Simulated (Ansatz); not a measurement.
MoS2:

```
Mo S
1.0
     1.58000    0.91221    6.15000
    -1.58000    0.91221    6.15000
     0.00000   -1.82443    6.15000
Mo S
1 2
Direct
  0.00000 0.00000 0.00000
  0.41700 0.41700 0.41700
  0.25000 0.25000 0.25000
```

Measurements of this composition are mostly on another form, of space group No. 194.

Base run:

| Item | Value |
| --- | --- |
| Program | Ansatz 0.2.0 |
| Functional | PBEsol |
| Potentials or basis | all-electron LAPW, scalar-relativistic |
| Cutoff | 246 eV (chosen from the basis error) |
| Basis error allowed | 0.002 eV/atom |
| k mesh | 10 × 10 × 10 |
| Occupations | fermi-dirac, width 0.05 eV |
| Spin | no spin polarisation |
| Hubbard terms | Mo d U = 2 eV |

Its results: band gap on the k mesh 0.95 eV, indirect (least direct gap 1.90 eV); pressure 0.3 GPa; largest force 0.252 eV/Å.

Task: The run is repeated on the same cell with these changes: hubbard terms from Mo d U = 2 eV to Mo d U = 8 eV. What comes out?

Result: Band gap on the k mesh 0.75 eV, indirect (least direct gap 1.07 eV); pressure 1.8 GPa; largest force 0.195 eV/Å.

Caveats: U is the effective U less J, on atomic orbitals that reach past the spheres.

A k mesh can miss the band edges.
